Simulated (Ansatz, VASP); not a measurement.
# WC: VASP beside Ansatz

```
CELL_PARAMETERS angstrom
0.00000 2.19268 2.19268
2.19268 0.00000 2.19268
2.19268 2.19268 0.00000
ATOMIC_POSITIONS crystal
W 0.00000 0.00000 0.00000
C 0.50000 0.50000 0.50000
```

Measurements of this composition are mostly on another form, of space group No. 187.

Alike in both runs: task relaxation of cell and atoms; functional r2SCAN; k mesh 11 × 11 × 11; no spin polarisation.

|  | VASP | Ansatz |
| --- | --- | --- |
| version | VASP 6.6.1 | Ansatz 0.2.0 |
| potentials or method | VASP PAW PBE potentials, release 64 (W_sv, C) | plane waves, PAW |
| plane-wave cutoff (eV) | 600 | 544 |
| occupations | methfessel-paxton of order 1, width 0.05 eV | cold, width 0.05 eV |
| valence electrons in the cell | 18 | 18 |

```tsv
	VASP	Ansatz	Ansatz less VASP
relaxed volume (Å³/atom)	10.44	10.40	-0.043
relaxed cell length with the largest relative difference (Å)	3.091	3.086	-0.0042
energy change over the relaxation (meV/atom)	-1	-2	-1.2
```

Caveats: the PAW data sets were made with another functional, which shifts forces and pressure a little (VASP). The runs have no spin-orbit coupling, so splittings on W are missing.
